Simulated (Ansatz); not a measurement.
# OH on Ti(0001): change of the work function, part 2 of 2

Wanted: Δφ(θ) for OH/Ti(0001), starting from the hcp site.

Ansatz 0.2.0; plane-wave DFT, PBE, Ansatz PAW.

So far, work function, upper face (eV): step 2 (the clean slab) 4.37; step 3 (38 atoms, coverage 0.111 ML, cell 3x3) 3.74; step 4 (18 atoms, coverage 0.25 ML, cell 2x2) 3.03.

## Step 5: The covered slab, k-mesh 6×6×1, coverage 0.5 ML

System of this step: OH/Ti(0001). The cell holds 20 atoms: 16 Ti, 2 O and 2 H. Its edges and angles: a = 5.900 Å, b = 5.900 Å, c = 27.387 Å, α = 90.0°, β = 90.0°, γ = 60.0°. Vacuum lies along c.

Input file input.yaml:

```yaml
crystal:
  lattice:
    - [5.9, 0.0, 0.0]
    - [2.95, 5.1095498824, 0.0]
    - [0.0, 0.0, 27.3867978225]
  atoms:
    - { symbol: Ti, position: [0.3333333333, 0.3333333333, 0.3286254953] }
    - { symbol: Ti, position: [0.0, 0.0, 0.4141521061] }
    - { symbol: Ti, position: [0.3333333333, 0.3333333333, 0.5021618095] }
    - { symbol: Ti, position: [0.0, 0.0, 0.5813486826] }
    - { symbol: Ti, position: [0.3333333333, 0.8333333333, 0.3286254953] }
    - { symbol: Ti, position: [0.0, 0.5, 0.4141521061] }
    - { symbol: Ti, position: [0.3333333333, 0.8333333333, 0.5021618095] }
    - { symbol: Ti, position: [0.0, 0.5, 0.5813486826] }
    - { symbol: Ti, position: [0.8333333333, 0.3333333333, 0.3286254953] }
    - { symbol: Ti, position: [0.5, 0.0, 0.4141521061] }
    - { symbol: Ti, position: [0.8333333333, 0.3333333333, 0.5021618095] }
    - { symbol: Ti, position: [0.5, 0.0, 0.5813486826] }
    - { symbol: Ti, position: [0.8333333333, 0.8333333333, 0.3286254953] }
    - { symbol: Ti, position: [0.5, 0.5, 0.4141521061] }
    - { symbol: Ti, position: [0.8333333333, 0.8333333333, 0.5021618095] }
    - { symbol: Ti, position: [0.5, 0.5, 0.5813486826] }
    - { symbol: O, position: [0.3333333333, 0.3333333333, 0.6355908396] }
    - { symbol: O, position: [0.8333333333, 0.3333333333, 0.6355908396] }
    - { symbol: H, position: [0.3333333333, 0.3333333333, 0.6713745047] }
    - { symbol: H, position: [0.8333333333, 0.3333333333, 0.6713745047] }
kpoints:
  mp_grid: { grid: [6, 6, 1] }
hamiltonian:
  xc: pbe
scf:
  occupations: { method: fermi_dirac, width: 0.1 }
  convergence: { dr2_threshold: 1.0e-08 }
efield:
  axis: 3
  dipole_correction: true
  ramp_position: 0.97
  ramp_width: 0.06
relax:
  f_tol: 0.02
  max_steps: 60
  constraints: [{ sites: [0, 1, 4, 5, 8, 9, 12, 13] }]
output:
  bader: true
  dos: { projected: true, e_range: [-8, 4] }
  write_potential: true
  write_density: true
  volumetric_format: npy
```

The run is started by

```console
> ansatz run input.yaml --threads 4 --pin off --max-ram 12288MiB --backend cpu --events-out ev --progress --plain --runs-dir out
```

The job ended after 4.5 min (4 threads of Arm Neoverse V2, shared host; peak memory 2.9 GiB; 17 min of CPU time).

This run has no spin polarisation, although Ti can carry a moment.

The steps of the relaxation:

| step | energy less that of the first step (eV) | largest force component (eV/Å) |
| --- | --- | --- |
| 1 | 0.0000 | 1.7243 |
| 2 | -0.5666 | 0.3871 |
| 3 | -0.6102 | 0.0537 |
| 4 | -0.6126 | 0.0440 |
| 5 | -0.6134 | 0.0351 |
| 6 | -0.6138 | 0.0122 |

The run keeps the 4 symmetry operations that it works with, so distortions that break them were not tested.

The atoms that moved most (Å):

| atom | dx | dy | dz | length |
| --- | --- | --- | --- | --- |
| H19 | 0.000 | -0.294 | -0.187 | 0.349 |
| H20 | 0.000 | -0.294 | -0.187 | 0.349 |
| O17 | 0.000 | -0.148 | -0.170 | 0.226 |
| O18 | 0.000 | -0.148 | -0.170 | 0.226 |
| Ti8 | 0.000 | 0.071 | 0.152 | 0.168 |
| Ti16 | 0.000 | 0.071 | 0.152 | 0.168 |
| Ti15 | 0.000 | -0.023 | -0.058 | 0.062 |
| Ti7 | 0.000 | -0.023 | -0.058 | 0.062 |

Final coordinates:

```cif
data_structure
_symmetry_space_group_name_H-M 'P 1'
_symmetry_Int_Tables_number 1
_cell_length_a 5.9000
_cell_length_b 5.9000
_cell_length_c 27.3868
_cell_angle_alpha 90.000
_cell_angle_beta 90.000
_cell_angle_gamma 60.000
_cell_volume 825.61
loop_
_atom_site_label
_atom_site_type_symbol
_atom_site_fract_x
_atom_site_fract_y
_atom_site_fract_z
_atom_site_occupancy
Ti1 Ti 0.33333 0.33333 0.32863 1
Ti2 Ti 0.00000 0.00000 0.41415 1
Ti3 Ti 0.32899 0.34202 0.50302 1
Ti4 Ti 0.00185 0.99630 0.57992 1
Ti5 Ti 0.33333 0.83333 0.32863 1
Ti6 Ti 0.00000 0.50000 0.41415 1
Ti7 Ti 0.33558 0.82885 0.50006 1
Ti8 Ti 0.99302 0.51396 0.58688 1
Ti9 Ti 0.83333 0.33333 0.32863 1
Ti10 Ti 0.50000 0.00000 0.41415 1
Ti11 Ti 0.82899 0.34202 0.50302 1
Ti12 Ti 0.50185 0.99630 0.57992 1
Ti13 Ti 0.83333 0.83333 0.32863 1
Ti14 Ti 0.50000 0.50000 0.41415 1
Ti15 Ti 0.83558 0.82885 0.50006 1
Ti16 Ti 0.49302 0.51396 0.58688 1
O17 O 0.34785 0.30429 0.62939 1
O18 O 0.84785 0.30429 0.62939 1
H19 H 0.36211 0.27577 0.66453 1
H20 H 0.86211 0.27577 0.66453 1
```

The relaxation took 6 steps and lowered the energy by 0.61 eV; the largest force on the free atoms ends at 0.012 eV/Å.

The covered face has 2.24 eV, -2.13 eV against the clean one; the bare back face has moved by -0.00 eV, a measure of how thin the slab is.

## Step 6: Adsorbate added, k-mesh 12×12×1, coverage 1 ML

System of this step: OH/Ti(0001). The cell holds 6 atoms: 4 Ti, 1 O and 1 H. Cell: a = 2.950 Å, b = 2.950 Å, c = 27.387 Å, α = 90.0°, β = 90.0°, γ = 60.0°. Vacuum lies along c.

input.yaml, the sections that differ from step 5:

```yaml
crystal:
  lattice:
    - [2.95, 0.0, 0.0]
    - [1.475, 2.5547749412, 0.0]
    - [0.0, 0.0, 27.3867978225]
  atoms:
    - { symbol: Ti, position: [0.6666666667, 0.6666666667, 0.3286254953] }
    - { symbol: Ti, position: [0.0, 0.0, 0.4141521061] }
    - { symbol: Ti, position: [0.6666666667, 0.6666666667, 0.5021618095] }
    - { symbol: Ti, position: [0.0, 0.0, 0.5813486826] }
    - { symbol: O, position: [0.6666666667, 0.6666666667, 0.6355908396] }
    - { symbol: H, position: [0.6666666667, 0.6666666667, 0.6713745047] }
kpoints:
  mp_grid: { grid: [12, 12, 1] }
relax:
  f_tol: 0.02
  max_steps: 60
  constraints: [{ sites: [0, 1] }]
output:
  bader: true
  write_potential: true
  write_density: true
  volumetric_format: npy
# hamiltonian, scf, efield: as in step 5
```

It took 26 s on 4 threads; peak memory 0.52 GiB.

The steps of the relaxation:

| step | energy less that of the first step (eV) | largest force component (eV/Å) |
| --- | --- | --- |
| 1 | 0.0000 | 2.7122 |
| 2 | -0.2601 | 0.3081 |
| 3 | -0.2684 | 0.1234 |
| 4 | -0.2693 | 0.2069 |
| 5 | -0.2697 | 0.0132 |

Forces are held to the 6 operations that the run works with; a distortion that breaks them can't arise in this run.

The atoms that moved most (Å):

| atom | dx | dy | dz | length |
| --- | --- | --- | --- | --- |
| H6 | 0.000 | 0.000 | -0.128 | 0.128 |
| O5 | 0.000 | 0.000 | -0.125 | 0.125 |
| Ti4 | 0.000 | 0.000 | 0.083 | 0.083 |
| Ti3 | 0.000 | 0.000 | -0.031 | 0.031 |

Running mean over 2.342 Å of the planar mean; the ramp of the sawtooth is left out. Electron's electrostatic potential energy less the Fermi level against z:

z (Å), electron's electrostatic potential energy less the Fermi level (eV) and a bar from the least value:
```
        4       4.40 ##############################
        5       4.38 ##############################
        6       4.22 ##############################
        7       2.89 ##########################
        8      -3.14 ############
        9      -6.74 ###
       10      -6.59 ####
       11      -6.59 ####
       12      -6.51 ####
       13      -6.49 ####
       14      -6.65 ####
       15      -7.01 ###
       16      -8.16 
       17      -7.37 ##
       18      -2.84 #############
       19       0.29 ####################
       20       1.50 #######################
       21       1.82 ########################
       22       1.91 ########################
       23       1.94 ########################
       24       1.95 ########################
```

The relaxation took 5 steps and lowered the energy by 0.27 eV; the largest force on the free atoms ends at 0.013 eV/Å.

The covered face has 1.95 eV, -2.42 eV against the clean one; the bare back face has moved by -0.02 eV, a measure of how thin the slab is.

## Step 7: Work function against coverage

This step: plane-wave DFT, PBE, Ansatz PAW; work function against coverage (Ansatz 0.2.0).

The runs are now put side by side.

Numbers from this step:

| Item | Value |
| --- | --- |
| work function of the clean face | 4.373 eV |
| largest change of the work function | -2.424 eV |

Table of work function of the covered face by coverage:

| coverage (adsorbates/nm²) | work function of the covered face (eV) |
| --- | --- |
| 0.00 | 4.37 |
| 1.47 | 3.74 |
| 3.32 | 3.03 |
| 6.63 | 2.24 |
| 13.27 | 1.95 |

The dipole per adsorbate comes from the change of the cell's dipole. Coverage, by row:

| coverage (1/nm²) | coverage (ML) | work function (eV) | change (eV) | dipole per adsorbate, positive end outwards (debye) | mean height of the added atoms over the highest substrate atom (Å) |
| --- | --- | --- | --- | --- | --- |
| 1.474 | 0.1111 | 3.738 | -0.6348 | 1.142 | 1.753 |
| 3.317 | 0.25 | 3.03 | -1.343 | 1.075 | 1.733 |
| 6.634 | 0.5 | 2.239 | -2.134 | 0.852 | 1.645 |
| 13.27 | 1 | 1.949 | -2.424 | 0.481 | 1.766 |

## Step 8: The slab at 0.25 ML, atoms frozen

This step: plane-wave DFT, PBE, Ansatz PAW (Ansatz 0.2.0).

System of this step: OH/Ti(0001). The cell holds 18 atoms: 16 Ti, 1 O and 1 H. Cell: a = 5.900 Å, b = 5.900 Å, c = 27.387 Å, α = 90.0°, β = 90.0°, γ = 60.0°. Vacuum lies along c.

To see where the charge goes, the covered slab, the bare substrate and the adsorbate layer are each run at the same frozen positions and on the same grid.

Input file input.yaml:

```yaml
crystal:
  lattice:
    - [5.9, 0.0, 0.0]
    - [2.95, 5.1095498824, 0.0]
    - [0.0, 0.0, 27.3867978225]
  atoms:
    - { symbol: Ti, position: [0.3333333333, 0.3333333333, 0.3286254953] }
    - { symbol: Ti, position: [0.0, 0.0, 0.4141521061] }
    - { symbol: Ti, position: [0.3333333333, 0.3333333333, 0.5041085545] }
    - { symbol: Ti, position: [0.0, 0.0, 0.5746673598] }
    - { symbol: Ti, position: [0.3333333333, 0.8333333333, 0.3286254953] }
    - { symbol: Ti, position: [0.0, 0.5, 0.4141521061] }
    - { symbol: Ti, position: [0.343029579, 0.8284852105, 0.500897087] }
    - { symbol: Ti, position: [-0.0013669023, 0.5006834511, 0.5850532752] }
    - { symbol: Ti, position: [0.8333333333, 0.3333333333, 0.3286254953] }
    - { symbol: Ti, position: [0.5, 0.0, 0.4141521061] }
    - { symbol: Ti, position: [0.8284852105, 0.343029579, 0.500897087] }
    - { symbol: Ti, position: [0.5006834511, -0.0013669023, 0.5850532752] }
    - { symbol: Ti, position: [0.8333333333, 0.8333333333, 0.3286254953] }
    - { symbol: Ti, position: [0.5, 0.5, 0.4141521061] }
    - { symbol: Ti, position: [0.8284852105, 0.8284852105, 0.500897087] }
    - { symbol: Ti, position: [0.5006834511, 0.5006834511, 0.5850532752] }
    - { symbol: O, position: [0.3333333333, 0.3333333333, 0.6305574742] }
    - { symbol: H, position: [0.3333333333, 0.3333333333, 0.6660704289] }
kpoints:
  mp_grid: { grid: [6, 6, 1] }
hamiltonian:
  xc: pbe
scf:
  occupations: { method: fermi_dirac, width: 0.1 }
  convergence: { dr2_threshold: 1.0e-08 }
efield:
  axis: 3
  dipole_correction: true
  ramp_position: 0.97
  ramp_width: 0.06
output:
  write_potential: true
  write_density: true
  volumetric_format: npy
```

Wall time 28 s (4 threads); peak memory 2.3 GiB.

This step gave:

* energy at zero smearing: -40572.6841 eV
* work function, upper face: 3.030 eV
* work function, lower face: 4.423 eV
* dipole along the normal: 0.2321 e·Å
* step between the vacuum levels: -1.393 eV

The work function of the upper face is 3.03 eV.

## Step 9: The substrate of the 0.25 ML cell alone

System of this step: OH/Ti(0001), substrate alone, atoms held. The cell holds 16 atoms: 16 Ti. Cell: a = 5.900 Å, b = 5.900 Å, c = 27.387 Å, α = 90.0°, β = 90.0°, γ = 60.0°. Vacuum lies along c.

The second part, atoms unmoved.

Edit input.yaml of step 8 so:

```diff
@@ -22,4 +22,2 @@
     - { symbol: Ti, position: [0.5006834511, 0.5006834511, 0.5850532752] }
-    - { symbol: O, position: [0.3333333333, 0.3333333333, 0.6305574742] }
-    - { symbol: H, position: [0.3333333333, 0.3333333333, 0.6660704289] }
 kpoints:
```

Elapsed: 25 s, on 4 threads; peak memory 2.2 GiB.

This step gave:

* energy at zero smearing: -39986.8745 eV
* work function, upper face: 4.316 eV
* work function, lower face: 4.422 eV
* dipole along the normal: 0.01769 e·Å
* step between the vacuum levels: -0.1062 eV

The work function of the upper face is 4.32 eV.

## Step 10: The adsorbate layer of the 0.25 ML cell alone

System of this step: OH/Ti(0001), adsorbate layer alone, atoms held. The cell holds 2 atoms: 1 O and 1 H. Its edges and angles: a = 5.900 Å, b = 5.900 Å, c = 27.387 Å, α = 90.0°, β = 90.0°, γ = 60.0°. Vacuum lies along c.

The third part; a free layer of atoms may carry a moment, so spin is on.

input.yaml, the sections that differ from step 9:

```yaml
crystal:
  lattice:
    - [5.9, 0.0, 0.0]
    - [2.95, 5.1095498824, 0.0]
    - [0.0, 0.0, 27.3867978225]
  atoms:
    - { symbol: O, position: [0.3333333333, 0.3333333333, 0.6305574742], spin: 1.0 }
    - { symbol: H, position: [0.3333333333, 0.3333333333, 0.6660704289] }
magnetization:
  spin_polarized: true
# kpoints, hamiltonian, scf, efield, output: as in step 9
```

Wall time 4.3 s (4 threads); peak memory 0.85 GiB; 16 s of CPU time.

This step gave:

```yaml
energy_at_zero_smearing: -580.0303 eV
total_moment: 1.0000 μB
site_moments: 0.3214, -0.004064 μB
work_function_upper_face: 6.143 eV
work_function_lower_face: 7.999 eV
dipole_along_the_normal: 0.3092 e·Å
step_between_the_vacuum_levels: -1.856 eV
```

Site moment by atom:

| atom | site moment (μB) |
| --- | --- |
| O1 | 0.321 |
| H2 | -0.004 |

The free layer carries a moment of 1.0 μB a cell.

## Step 11: Density difference at 0.25 ML

This step: plane-wave DFT, PBE, Ansatz PAW; density difference on adsorption (Ansatz 0.2.0).

The densities of the parts are taken from that of the whole and averaged over planes; the first moment of what is left gives the step in the potential.

This step gave:

* largest charge moved: -0.004540 e/Å²
* potential step from the moved charge: 0.5701 eV

The electron density difference oscillates, so the rows of the table below give means over windows of 1 Å about each position, cut where the curve ends. Its maxima inside the range that stand out by 2 % of the span (Å: e/Å³): 13.7: 6.1e-4, 15.3: 0.00128, 17.3: 0.0115. Its minima: 12.8: -2.9e-4, 14.1: -7.2e-4, 16.4: -0.00831, 18.3: -0.00192.

Planar mean, whole system less its parts. Table of electron density difference by z; means over each step:

z (Å), electron density difference (e/Å³) and a bar from the least value:
```
        5     0.0000 ################
        6     0.0000 ################
        7     0.0000 ################
        8     0.0000 ################
        9     0.0000 ################
       10     0.0000 ################
       11     0.0000 ################
       12     0.0000 ################
       13    -0.0002 ###############
       14    -0.0001 ###############
       15     0.0009 ###################
       16    -0.0041 
       17     0.0038 ##############################
       18    -0.0002 ###############
       19    -0.0003 ###############
       20     0.0001 ################
       21     0.0000 ################
       22     0.0000 ################
       23     0.0000 ################
```

Planar mean, whole system less its parts. Table of electrons moved below z by z:

| z (Å) | electrons moved below z (e/Å²) |
| --- | --- |
| 5 | 5.6e-8 |
| 6 | 8.4e-7 |
| 7 | 6.9e-6 |
| 8 | 8.1e-6 |
| 9 | 1.9e-5 |
| 10 | -2.8e-5 |
| 11 | 6.2e-5 |
| 12 | 1.1e-4 |
| 13 | -8.6e-5 |
| 14 | -3.5e-5 |
| 15 | 1.9e-4 |
| 16 | -4.3e-4 |
| 17 | -0.00366 |
| 18 | 8.2e-4 |
| 19 | -2.1e-4 |
| 20 | -8.2e-5 |
| 21 | -1.6e-5 |
| 22 | -2.5e-6 |
| 23 | -1.3e-7 |

## Step 12: A changed input: basis.ecutwfc = "58.8 Ry"

This step: plane-wave DFT, PBE, Ansatz PAW (Ansatz 0.2.0).

System of this step: OH/Ti(0001). The cell holds 6 atoms: 4 Ti, 1 O and 1 H. Cell: a = 2.950 Å, b = 2.950 Å, c = 27.387 Å, α = 90.0°, β = 90.0°, γ = 60.0°. Vacuum lies along c.

A run with a changed input: it repeats the earlier run at 1 ML with basis.ecutwfc to 58.8 Ry.

input.yaml, the sections that differ from step 10:

```yaml
crystal:
  lattice:
    - [2.95, 0.0, 0.0]
    - [1.475, 2.5547749412, 0.0]
    - [0.0, 0.0, 27.3867978225]
  atoms:
    - { symbol: Ti, position: [0.6666666667, 0.6666666667, 0.3286254953] }
    - { symbol: Ti, position: [0.0, 0.0, 0.4141521061] }
    - { symbol: Ti, position: [0.6666666667, 0.6666666667, 0.5021618095] }
    - { symbol: Ti, position: [0.0, 0.0, 0.5813486826] }
    - { symbol: O, position: [0.6666666667, 0.6666666667, 0.6355908396] }
    - { symbol: H, position: [0.6666666667, 0.6666666667, 0.6713745047] }
kpoints:
  mp_grid: { grid: [12, 12, 1] }
relax:
  f_tol: 0.02
  max_steps: 60
  constraints: [{ sites: [0, 1] }]
output:
  bader: true
  write_potential: true
  write_density: true
  volumetric_format: npy
basis:
  ecutwfc: "58.8 Ry"
# hamiltonian, scf, efield: as in step 10
# magnetization: removed
```

Wall time 48 s (4 threads); peak memory 0.93 GiB.

Relaxation path:

| step | energy less that of the first step (eV) | largest force component (eV/Å) |
| --- | --- | --- |
| 1 | 0.0000 | 2.7136 |
| 2 | -0.2605 | 0.3013 |
| 3 | -0.2687 | 0.1200 |
| 4 | -0.2696 | 0.2070 |
| 5 | -0.2700 | 0.0136 |

Forces are held to the 6 operations that the run works with; a distortion that breaks them can't arise in this run.

The atoms that moved most (Å):

| atom | dx | dy | dz | length |
| --- | --- | --- | --- | --- |
| H6 | 0.000 | 0.000 | -0.128 | 0.128 |
| O5 | 0.000 | 0.000 | -0.125 | 0.125 |
| Ti4 | 0.000 | 0.000 | 0.083 | 0.083 |
| Ti3 | 0.000 | 0.000 | -0.031 | 0.031 |

Final coordinates:

```xyz
6
Lattice="2.9500 0.0000 0.0000 1.4750 2.5548 0.0000 0.0000 0.0000 27.3868" Properties=species:S:1:pos:R:3
Ti    2.9500    1.7032    9.0000
Ti    0.0000    0.0000   11.3423
Ti    2.9500    1.7032   13.7214
Ti    0.0000    0.0000   16.0038
O     2.9500    1.7032   17.2818
H     2.9500    1.7032   18.2584
```

This step gave:

```yaml
energy_at_zero_smearing: -10582.2537 eV
work_function_upper_face: 1.947 eV
work_function_lower_face: 4.403 eV
dipole_along_the_normal: 0.1023 e·Å
step_between_the_vacuum_levels: -2.456 eV
```

| quantity | this run | earlier run | difference |
| --- | --- | --- | --- |
| work function, upper face (eV) | 1.947 | 1.949 | -0.0017 |
| work function, lower face (eV) | 4.403 | 4.404 | -5.1e-5 |
| dipole along the normal (e·Å) | 0.1023 | 0.1022 | 7.0e-5 |

Nothing in the table moves by 0.01 in its unit (for the dipole 0.5 % and 5e-5 e·Å).

## Step 13: The same run with other settings

System of this step: Ti(0001). The cell holds 4 atoms: 4 Ti. Cell: a = 2.950 Å, b = 2.950 Å, c = 25.027 Å, α = 90.0°, β = 90.0°, γ = 60.0°. Vacuum lies along c.

An input spoilt on purpose, to show how the run answers: it repeats the earlier run at 0 ML with output.write_potential from write_potential to write-potential, and scf.max_iter set to 75; its output block differs too.

input.yaml, the sections that differ from step 12:

```yaml
crystal:
  lattice:
    - [2.95, 0.0, 0.0]
    - [1.475, 2.5547749412, 0.0]
    - [0.0, 0.0, 25.0269]
  atoms:
    - { symbol: Ti, position: [0.6666666667, 0.6666666667, 0.3596130564] }
    - { symbol: Ti, position: [0.0, 0.0, 0.4532043521] }
    - { symbol: Ti, position: [0.6666666667, 0.6666666667, 0.5467956479] }
    - { symbol: Ti, position: [0.0, 0.0, 0.6403869436] }
scf:
  occupations: { method: fermi_dirac, width: 0.1 }
  convergence: { dr2_threshold: 1.0e-08 }
  max_iter: 75
output:
  write-potential: true
  write_density: true
  volumetric_format: npy
# kpoints, hamiltonian, efield, relax: as in step 12
# basis: removed
```

Elapsed: 0.02 s, on 4 threads; peak memory 0.022 GiB.

The input was rejected at the start.

The program's message: “Error: YAML parse error: error: line 29 column 3: unknown field `write-potential`, expected one of write_density, write_potential, write_potential_components, volumetric_format, write_bands, fatbands, …”

A key was misspelt on purpose.

## Step 14: What came out

| Property | Result |
| --- | --- |
| work function of the clean face | 4.37 eV |
| work function at 0.11 ML | 3.74 eV |
| work function at 0.25 ML | 3.03 eV |
| work function at 0.5 ML | 2.24 eV |
| work function at 1 ML | 1.95 eV |
| dipole per adsorbate at 0.11 ML, positive end outwards | 1.14 D |
| step of the potential from the moved charge at 0.25 ML, upper less lower side, atoms held | 0.570 eV |

**Reading.** OH lowers the work function of Ti(0001) at the lowest coverage, by 0.63 eV: the adsorbate layer has its positive end outwards. The dipole per adsorbate falls from 1.14 to 0.48 D as the layer fills. Neighbouring dipoles depolarise each other, and heights and bonding change with coverage too. The slab has 4 layers, at the tabulated experimental lattice constant, one starting site was run, and quantum-size effects of a slab this thin can reach one or two tenths of an eV. The main runs have no spin polarisation; a magnetic state could lie lower and would change these results.

[Logs are printed without paths, hosts, clocks, repeated set-up lines and the standing remarks that a program may print on its own settings, such as how far it seeks lower states.]

[Hosts, paths, dates, database ids (printed as entryN), source tags and the programs' standing remarks are cut or masked in the printed files.]

[Maps of the electrostatic potential energy from Ansatz leave out the sawtooth potential of an applied field or a dipole correction, so their vacuum need not be flat; planar profiles and work functions include it.]
